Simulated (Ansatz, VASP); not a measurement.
Two plane-wave programs on TaN

```xyz
2
Lattice="2.9240 0.0000 0.0000 -1.4620 2.5322 0.0000 0.0000 0.0000 2.8707" Properties=species:S:1:pos:R:3 pbc="T T T"
Ta    0.0000    1.6882    1.4354
N     0.0000    0.0000    0.0000
```

Alike in both runs: task single point; functional PBEsol; k mesh 12 × 12 × 12; occupations gaussian, width 0.1 eV; no spin polarisation.

|  | VASP | Ansatz |
| --- | --- | --- |
| version | VASP 6.6.1 | Ansatz 0.2.0 |
| potentials or method | VASP PAW PBE potentials, release 64 (Ta_pv, N) | scalar-relativistic, plane waves, PAW |
| plane-wave cutoff (eV) | 520 | 420 |
| valence electrons in the cell | 16 | 18 |

```tsv
	VASP	Ansatz	Ansatz less VASP
gap on the k mesh at the Fermi level (eV)	none	none	-
pressure (GPa)	0.8	0.0	-0.85
largest component of the traceless stress (GPa)	0.19	0.06	-0.138
```

A gap of «none» marks a metal or a gap that the smearing closes. With one functional, cell and mesh, what is left measures potentials, basis and numerics. The two sets of potentials don't hold the same shells in valence.

Caveats: the PAW data sets were made with another functional, which shifts forces and pressure a little (VASP). Spin-orbit coupling is left out, which matters for the levels of Ta.
